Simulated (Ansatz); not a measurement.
# AlNi: moving Al off its site

AlNi, Pm-3m, a = 2.881 Å (as given, not relaxed at this level: 2.1 GPa). The structure is a COD entry; whether it is the stable form wasn't checked. Ansatz: PBE, PAW, 420 eV, Γ-centred 16×16×16 mesh on 2 atoms, Gaussian smearing 0.15 eV; no spin polarisation.

```
Al Ni
1.0
     2.88100    0.00000    0.00000
     0.00000    2.88100    0.00000
     0.00000    0.00000    2.88100
Al Ni
1 1
Direct
  0.00000 0.00000 0.00000
  0.50000 0.50000 0.50000
```

Atom 1 (Al) moves by x along the unit vector (-0.577, -0.577, -0.577), with its periodic images; all else is held. y is the free energy of the cell over the start, F the force along the path summed over the moved atoms. Symmetry makes y even in x.

| x (Å) | y (meV) | F (eV/Å) |
| --- | --- | --- |
| -0.3000 | 296.2 | 2.17 |
| -0.1500 | 68.7 | 0.94 |
| 0.0000 | 0.0 | 0.00 |
| 0.0375 | 4.2 | -0.22 |
| 0.0750 | 16.9 | -0.45 |
| 0.1125 | 38.2 | -0.69 |
| 0.1875 | 108.9 | -1.21 |
| 0.2250 | ? | ? |
| 0.2625 | 221.6 | -1.82 |

Task: Fit y = c2 x² + c4 x⁴ to the energies of the other rows, give the force constant, and predict energy and force of the missing row.

Result: Least squares on the rows shown. y = 2973.5 x² + 3526.0 x⁴. The force constant is 2 c2 = 5.95 eV/Å², for the cell as given, at 2.1 GPa (for all images moving together, not for a lone atom). With two atoms in a cubic cell this is the optical mode at Γ (in a metal it hangs on mesh and smearing): ω = 521.5 √(2 c2/μ) = 296 cm⁻¹ for μ = 18.48 u. The force −dy/dx at the missing row is -1.50 eV/Å (computed -1.50). At x = 0.2250 the fit asked for gives 159.6 meV. The run gave 159.6 meV, the same to the digits shown.